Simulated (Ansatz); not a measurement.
**Relaxing Ti₂C**

Computed with Ansatz 0.2.0, DFT PBEsol, scalar-relativistic, plane waves, PAW. (420 eV cutoff, 12×12×4 k-mesh, Gaussian smearing of 0.10 eV, no spin polarisation)

What was changed: biaxial strain in the a-b plane, c and atoms relaxed: +3.0 %.

Command:

```bash
ansatz run input.yaml --threads 1 --pin off --max-ram 2560MiB --backend cpu --events-out ev --progress --plain --runs-dir out
```

Input:

```yaml
crystal:
  lattice:
    - [3.1443914074, 0.0, 0.0]
    - [-1.5721957037, 2.7231228383, 0.0]
    - [0.0, 0.0, 14.0605006959]
  atoms:
    - { symbol: Ti, position: [0.3333333333, 0.6666666667, 0.9119596086] }
    - { symbol: Ti, position: [0.0, 0.0, 0.7547070581] }
    - { symbol: Ti, position: [0.0, 0.0, 0.2452929419] }
    - { symbol: Ti, position: [0.6666666667, 0.3333333333, 0.0880403914] }
    - { symbol: Ti, position: [0.6666666667, 0.3333333333, 0.5786262752] }
    - { symbol: Ti, position: [0.3333333333, 0.6666666667, 0.4213737248] }
    - { symbol: C, position: [0.6666666667, 0.3333333333, 0.8333333333] }
    - { symbol: C, position: [0.3333333333, 0.6666666667, 0.1666666667] }
    - { symbol: C, position: [0.0, 0.0, 0.5] }
basis:
  ecutwfc: 420
kpoints:
  mp_grid: { grid: [12, 12, 4] }
hamiltonian:
  xc: pbesol
scf:
  occupations: { method: gaussian, width: 0.1 }
output:
  forces: true
  stress: true
  eigenvalues: true
relax:
  adjacent_minimum: "off"
  f_tol: 0.008
  max_steps: 40
  cell: { stress_tol: 0.015, fix: [a, b, gamma] }
```

F is the free energy. Steps run on the plane waves of an earlier cell, but the last one, and at times one on the way, on a freshly chosen basis, so a repeated geometry can differ a little in energy. The held parts of the cell keep their stress, so P needn't end at zero.

Steps:

```tsv
step	F − F(1) (eV)	largest force component (eV/Å)	V (Å³/atom)	P (GPa)
1	0.0000	0.057	13.377	-6.99
2	0.0002	0.025	13.412	-6.93
3	-0.0004	0.001	13.382	-6.80
4	-0.0004	0.000	13.383	-6.81
5	-0.0005	0.000	13.383	-6.81
```

Relaxed structure:

```
CELL_PARAMETERS angstrom
3.14439 0.00000 0.00000
-1.57220 2.72312 0.00000
0.00000 0.00000 14.06693
ATOMIC_POSITIONS crystal
Ti 0.33333 0.66667 0.91174
Ti 0.00000 0.00000 0.75492
Ti 0.00000 0.00000 0.24508
Ti 0.66667 0.33333 0.08826
Ti 0.66667 0.33333 0.57841
Ti 0.33333 0.66667 0.42159
C 0.66667 0.33333 0.83333
C 0.33333 0.66667 0.16667
C 0.00000 0.00000 0.50000
```

The structure is trigonal, space group R-3m (No. 166). The conventional cell has a = 3.144 Å, b = 3.144 Å, c = 14.067 Å, α = 90.00°, β = 90.00°, γ = 120.00°. Ti (site symmetry 3m) has 3 C at 2.12 Å as nearest neighbours. C (site symmetry -3m) is surrounded by 6 Ti at 2.12 Å.

The run converged. Time: 65 s on 1 thread of Intel(R) Xeon(R) 6975P-C (Granite Rapids), on a shared host, peak memory 0.66 GiB.